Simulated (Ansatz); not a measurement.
The system is Se.

```
Se
1.0
     4.36620    0.00000    0.00000
    -2.18310    3.78124    0.00000
     0.00000    0.00000    4.95360
Se
3
Direct
  0.77460 0.77460 0.00000
  0.00000 0.22540 0.66667
  0.22540 0.00000 0.33333
```

Base run:

* Program: Ansatz 0.2.0
* Functional: PBEsol
* Potentials or basis: all-electron LAPW, scalar-relativistic
* Cutoff: 299 eV
* Density cutoff: 1195 eV
* Basis error allowed: 0.002 eV/atom
* k mesh: 5 × 5 × 4
* Occupations: fermi-dirac, width 0.05 eV
* Spin: no spin polarisation

Its results: band gap on the k mesh 1.17 eV, indirect (least direct gap 1.32 eV); pressure 0.2 GPa; largest force 0.286 eV/Å.

Q: The run is repeated on the same cell with these changes: potentials or basis from all-electron LAPW, scalar-relativistic to all-electron LAPW, relativistic spinors; spin from no spin polarisation to spin-orbit coupling, no magnetisation. What comes out?

A: Band gap on the k mesh 1.11 eV, indirect (least direct gap 1.28 eV); pressure 0.3 GPa; largest force 0.298 eV/Å.

Spin-orbit coupling splits the band edges, which narrows the gap.

Caveats: the mesh misses the band edges, which the band path finds closer together.

Not every run made on this cell is shown here.
